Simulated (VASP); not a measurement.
# Results of a VASP single-point calculation on SiC (zincblende)

POSCAR

```
Si C
 1.0000000000000000
    -0.0000000000000000    2.1780523603502222    2.1780523603502222
     2.1780523603502222   -0.0000000000000000    2.1780523603502222
     2.1780523603502222    2.1780523603502222    0.0000000000000000
 Si  C
   1   1
Cartesian
  0.0000000000000000 -0.0000000000000000 -0.0000000000000000
  1.0890261801751111  1.0890261801751111  1.0890261801751111
```

The gap between bands v and c is 2.95 eV. The least direct gap is 6.47 eV.

Band v is the last that the valence electrons fill when counted band by band, and c is the next. Levels in eV from the top of v:

```tsv
point	v−1	v	c	c+1
Γ	0.00	0.00	8.29	9.34
X	-3.51	-3.51	2.95	6.11
W	-5.50	-5.11	7.10	11.70
K	-6.08	-2.86	4.83	9.85
L	-1.16	-1.16	7.39	9.24
```

Question: Which of these levels of theory gave these results?
A. r²SCAN
B. PBE0
C. LDA
D. PBEsol
E. HSE06
F. PBE with spin–orbit coupling
G. PBE

Answer: B.

The INCAR was:

```
LHFCALC = .TRUE.
LASPH = .TRUE.
NELM = 120
ISTART = 1
ISMEAR = 0
AEXX = 0.25
NBANDS = 11
LREAL = .FALSE.
LCHARG = .FALSE.
IBRION = -1
ISIF = 2
HFRCUT = -1
SIGMA = 0.01
PREC = Accurate
ALGO = Normal
ENCUT = 520
EDIFF = 1E-7
NSW = 0
LWAVE = .FALSE.
GGA = PE
PRECFOCK = Fast
```
